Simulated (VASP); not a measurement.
# Cu (I4/mmm) in VASP: further runs, part 2 of 2

VASP 6.6.1.

### 4 Relaxation of cell and atoms, RPBE

Input file INCAR:

```
SYSTEM = Cu
PREC = Accurate ; ENCUT = 600
EDIFF = 1E-7 ; ISMEAR = 0
SIGMA = 0.1 ; LREAL = .False.
LASPH = .True. ; NELM = 100
ALGO = Fast ; ISIF = 3
LWAVE = .False. ; LCHARG = .False.
GGA = RP ; IBRION = 2
NSW = 90 ; EDIFFG = -0.005
```

Input file KPOINTS:

```
regular mesh
0
Gamma
  20 20 20
  0 0 0
```

Input file POSCAR:

```
Cu
1.0
   -1.4427933200      1.4427933200      1.3760814500
    1.4427933200     -1.4427933200      1.3760814500
    1.4427933200      1.4427933200     -1.3760814500
Cu
1
Direct
    0.0000000000      0.0000000000      0.0000000000
```

Potentials or basis: VASP PAW PBE potentials, release 64 (Cu).

On the command line:

```bash
cat potpaw_PBE.64/Cu/POTCAR > POTCAR
mpirun -np 1 vasp_std > vasp.out
```

OUTCAR:

```text
SYSTEM = Cu
   PREC = Accurate
   ENCUT = 600
   EDIFF = 1E-7
   ISMEAR = 0
   LREAL = .False.
   LASPH = .True.
   NELM = 100
   ISIF = 3
   GGA = RP
   IBRION = 2
   NSW = 90
   EDIFFG = -0.005

 ion  position               nearest neighbor table
   1  0.000  0.000  0.000-

  LATTYP: Found a body centered tetragonal cell.
 ALAT       =     2.8855866400
 C/A-ratio  =     0.9537620052

  Lattice vectors:

 A1 = (  -1.4427933200,   1.4427933200,   1.3760814500)
 A2 = (   1.4427933200,  -1.4427933200,   1.3760814500)
 A3 = (   1.4427933200,   1.4427933200,  -1.3760814500)

Analysis of symmetry for initial positions (statically):
=====================================================================
 Subroutine PRICEL returns:
 Original cell was already a primitive cell.

 Routine SETGRP: Setting up the symmetry group for a
 body centered tetragonal supercell.

 Subroutine GETGRP returns: Found 16 space group operations
 (whereof 16 operations were pure point group operations)
 out of a pool of 16 trial point group operations.

The static configuration has the point symmetry D_4h.

Analysis of symmetry for dynamics (positions and initial velocities):
=====================================================================
 Subroutine PRICEL returns:
 Original cell was already a primitive cell.

 Routine SETGRP: Setting up the symmetry group for a
 body centered tetragonal supercell.

 Subroutine GETGRP returns: Found 16 space group operations
 (whereof 16 operations were pure point group operations)
 out of a pool of 16 trial point group operations.

The dynamic configuration has the point symmetry D_4h.

 Subroutine INISYM returns: Found 16 space group operations
 (whereof 16 operations are pure point group operations),
 and found     1 'primitive' translations

[... 146 lines left out ...]

  FORCE on cell =-STRESS in cart. coord.  units (eV):
  Direction    XX          YY          ZZ          XY          YZ          ZX
  --------------------------------------------------------------------------------------
  -------------------------------------------------------------------------------------
  Total        0.9891413      0.9891413      0.9644731      0.0000000      0.0000000      0.0000000
  in kB      138.3109394    138.3109394    134.8615986      0.0000000      0.0000000      0.0000000
  external PRESSURE =     137.1611591 kB  Pullay stress =       0.0000000 kB
[... 86 lines left out ...]
  FREE ENERGIE OF THE ION-ELECTRON SYSTEM (eV)
  ---------------------------------------------------
  free  energy   TOTEN  =        -3.2206355904 eV

  energy  without entropy=       -3.2181195282  energy(sigma->0) =       -3.21937756

[... ionic steps 4 to 9 ...]

--------------------------------------- Ionic step       10  -------------------------------------------

 number of electron      10.9999999 magnetization

------------------------ aborting loop because EDIFF is reached ----------------------------------------
[... 65 lines left out ...]
--------------------------------------- Ionic step       12  -------------------------------------------

 number of electron      11.0000000 magnetization

 Free energy of the ion-electron system (eV)
  ---------------------------------------------------
  ext. energy  EPLUGINS =         0.00000000
  ---------------------------------------------------
  free energy    TOTEN  =        -3.22093717 eV

  energy without entropy =       -3.21852398  energy(sigma->0) =       -3.21973057

 E-fermi :   7.0358     XC(G=0): -12.2539

 val. band max:        7.0326752431   @ k =  -0.4000   0.4000   0.2000
 cond. band min:       7.0532633686   @ k =   0.2500   0.1500   0.1000
 fundamental gap:      0.0205881255
 Fermi energy:         7.0357903434

 k-point     1 :       0.0000    0.0000    0.0000
  band No.  band energies     occupation
      1      -1.8601      2.00000
      2       3.9632      2.00000
      3       4.2182      2.00000
      4       4.2182      2.00000
      5       4.8870      2.00000
      6       5.1568      2.00000
      7      30.6419      0.00000
      8      30.6419      0.00000
      9      32.5832      0.00000
[... 265 lines left out ...]
 k-point    24 :      -0.3500    0.0500    0.0000
  band No.  band energies     occupation
      1       1.5286      2.00000
      2       3.5760      2.00000
      3       4.2450      2.00000
      4       5.0032      2.00000
      5       5.1035      2.00000
      6       5.3146      2.00000
      7      17.0886      0.00000
      8      23.4909      0.00000
      9      25.0517      0.00000

 [... further k-points ...]

------------------------ aborting loop because EDIFF is reached ----------------------------------------

  FORCE on cell =-STRESS in cart. coord.  units (eV):
  Direction    XX          YY          ZZ          XY          YZ          ZX
  --------------------------------------------------------------------------------------
  -------------------------------------------------------------------------------------
  Total        0.0020400      0.0020400      0.0025251      0.0000000     -0.0000000      0.0000000
  in kB        0.2610524      0.2610524      0.3231361      0.0000000     -0.0000000      0.0000000
  external PRESSURE =       0.2817470 kB  Pullay stress =       0.0000000 kB
[... 16 lines left out ...]
  FREE ENERGIE OF THE ION-ELECTRON SYSTEM (eV)
  ---------------------------------------------------
  free  energy   TOTEN  =        -3.2209371651 eV

  energy  without entropy=       -3.2185239843  energy(sigma->0) =       -3.21973057

 reached required accuracy - stopping structural energy minimisation
```

OSZICAR:

```text
N       E                     dE             d eps       ncg     rms          rms(c)
DAV:   1     0.391712669063E+02    0.39171E+02   -0.62519E+03 11875   0.231E+03
DAV:   2    -0.352658959535E+01   -0.42698E+02   -0.40786E+02 11689   0.207E+02
DAV:   3    -0.399447036564E+01   -0.46788E+00   -0.46655E+00 13250   0.309E+01
DAV:   4    -0.399777553151E+01   -0.33052E-02   -0.33047E-02 13648   0.240E+00
[... 143 lines left out ...]
RMM:   5    -0.322093676239E+01    0.32225E-04   -0.12710E-04 11628   0.307E-01    0.703E-03
RMM:   6    -0.322093891594E+01   -0.21535E-05   -0.26050E-05 11958   0.621E-02    0.109E-02
RMM:   7    -0.322093710697E+01    0.18090E-05   -0.66114E-06 11572   0.642E-02    0.636E-04
RMM:   8    -0.322093713372E+01   -0.26746E-07   -0.11305E-06 10984   0.144E-02    0.354E-04
RMM:   9    -0.322093716511E+01   -0.31389E-07   -0.17011E-07  8097   0.780E-03
  12 F= -.32209372E+01 E0= -.32197306E+01  d E =-.169232E-04
```

CONTCAR:

```text
Cu
   1.00000000000000
    -1.4973660427274755    1.4973660427274755    1.3960056844242221
     1.4973660427274755   -1.4973660427274755    1.3960056844242221
     1.4973660427274755    1.4973660427274755   -1.3960056844242221
  Cu
     1
Direct
     0.0000000000000000    0.0000000000000000    0.0000000000000000

  0.00000000E+00  0.00000000E+00  0.00000000E+00
```

It took 4.4 min on 1 thread of Intel Xeon 6975P-C (Granite Rapids), shared host; peak memory 0.24 GiB.

What came out:

| Quantity | Value |
| --- | --- |
| Free energy | -3.2209 eV |
| Relaxed volume | 12.52 Å³/atom |
| Relaxed cell | a = 2.536 Å, b = 2.536 Å, c = 2.536 Å, α = 107.63°, β = 107.63°, γ = 113.21° |
| Space group after relaxing (to 0.05 Å) | I4/mmm (No. 139) |
| Energy gained by relaxing | 39.8 meV/atom |
| Ionic steps | 12 |
| Pressure after relaxing | 0.0 GPa |
| Band gap on the k mesh | none (metal or under the smearing width) |

Step by step:
| step | energy change (eV) | largest force (eV/Å) | pressure (GPa) | volume (Å³) |
| --- | --- | --- | --- | --- |
| 1 | 0.0000 | 0.0000 | 13.72 | 11.46 |
| 2 | -0.0283 | 0.0000 | -5.31 | 13.16 |
| 3 | -0.0395 | 0.0000 | -0.73 | 12.49 |
| 4 | -0.0394 | 0.0000 | 0.80 | 12.44 |
| 5 | -0.0395 | 0.0000 | 0.47 | 12.47 |
| 6 | -0.0395 | 0.0000 | 0.16 | 12.47 |
| 7 | -0.0397 | 0.0000 | -0.38 | 12.48 |
| 8 | -0.0398 | 0.0000 | 0.20 | 12.49 |
| 9 | -0.0396 | 0.0000 | 0.04 | 12.52 |
| 10 | -0.0398 | 0.0000 | 0.22 | 12.50 |
| 11 | -0.0397 | 0.0000 | -0.64 | 12.59 |
| 12 | -0.0398 | 0.0000 | 0.03 | 12.52 |

Final structure:
```cif
data_structure
_symmetry_space_group_name_H-M 'P 1'
_symmetry_Int_Tables_number 1
_cell_length_a 2.5363
_cell_length_b 2.5363
_cell_length_c 2.5363
_cell_angle_alpha 107.634
_cell_angle_beta 107.634
_cell_angle_gamma 113.211
_cell_volume 12.52
loop_
_atom_site_label
_atom_site_type_symbol
_atom_site_fract_x
_atom_site_fract_y
_atom_site_fract_z
_atom_site_occupancy
Cu1 Cu 0.00000 0.00000 0.00000 1
```

Caveat: the PAW data sets were made with another functional, which shifts forces and pressure a little.

### 5 Overview

| task | level | cell | cutoff (eV) | gap on the mesh (eV) | pressure (GPa) | relaxed volume (Å³/atom) |
| --- | --- | --- | --- | --- | --- | --- |
| single point | PBEsol | as given | 520 | none | -0.5 | - |
| relaxation of cell and atoms | PBEsol | relaxed | 580 | none | 0.0 | 11.42 |
| relaxation of cell and atoms | RPBE | relaxed | 600 | none | 0.0 | 12.52 |

Alike in all rows: potentials or basis VASP PAW PBE potentials, release 64 (Cu); no spin polarisation; k mesh 20 × 20 × 20; smearing gaussian 0.1 eV.

Caveats: the PAW data sets were made with another functional, which shifts forces and pressure a little.

Absolute energies hang on the potentials; compare differences alone.
